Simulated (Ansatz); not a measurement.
**TePt: frozen-core PAW against all-electron methods**

```
CELL_PARAMETERS angstrom
4.11100 0.00000 0.00000
-2.05550 3.56023 0.00000
0.00000 0.00000 5.50046
ATOMIC_POSITIONS crystal
Te 0.33333 0.66667 0.25000
Te 0.66667 0.33333 0.75000
Pt 0.00000 0.00000 0.00000
Pt 0.00000 0.00000 0.50000
```

Atoms are numbered in the order listed.

Conventional cell: a = 4.111 Å, b = 4.111 Å, c = 5.500 Å, α = 90.00°, β = 90.00°, γ = 120.00°. Te (atom 1) has 6 Pt at 2.74 Å as nearest neighbours. Pt (atom 3) has 6 Te at 2.74 Å and 2 Pt at 2.75 Å as nearest neighbours.

The cell comes from COD entry 1523756, which wasn't checked; take it as a given geometry. The listed cell was then made from it by scaling, straining or moving an atom.

Spin–orbit coupling is left out, though it moves levels of the heavy atoms by tenths of an eV or more.

Levels of theory: DFT, LDA, PAW with Ansatz's default frozen-core files, scalar-relativistic (Ansatz 0.2.0); DFT, LDA, all-electron PAW with datasets made for the crystal, scalar-relativistic (Ansatz 0.2.0); DFT, LDA, all-electron LAPW, scalar-relativistic (Ansatz 0.2.0).

For PAW: a Γ-centred 9×9×6 k mesh, Fermi–Dirac smearing of 0.05 eV, cutoff 420 eV, no spin polarisation; the PAW files were made with PBE, and the program remakes their frozen cores for this functional. The crystal-made all-electron datasets (AE datasets) take a cutoff of 260 eV at this cell. LAPW targets a basis error of 1 meV/atom. The Ansatz runs share mesh, smearing and spin set-up. Plane-wave (PAW) pressures include the program's estimate of the Pulay term.

Stress and pressure are positive in compression.

Spin–orbit coupling is left out, which moves gradients at and beside heavy atoms by some per cent and at worst by a factor of two.

In a metal, gradients converge slowly with the k mesh: the values move by tens of per cent from one mesh to another, at times in sign, so only the comparison on one mesh counts.

| quantity | PAW | AE datasets | LAPW |
| --- | --- | --- | --- |
| pressure (GPa) | 6.73 | 6.75 | 6.75 |
| stress xx (GPa) | 7.45 | 7.48 | 7.48 |
| stress zz (GPa) | 5.27 | 5.29 | 5.29 |
| largest principal field gradient Vzz at Te1 (10²¹ V/m²) | -7.28 | -7.10 | – |
| largest principal field gradient Vzz at Pt3 (10²¹ V/m²) | -4.78 | -4.74 | – |

PAW's pressure differs from the LAPW value by -0.03 GPa.
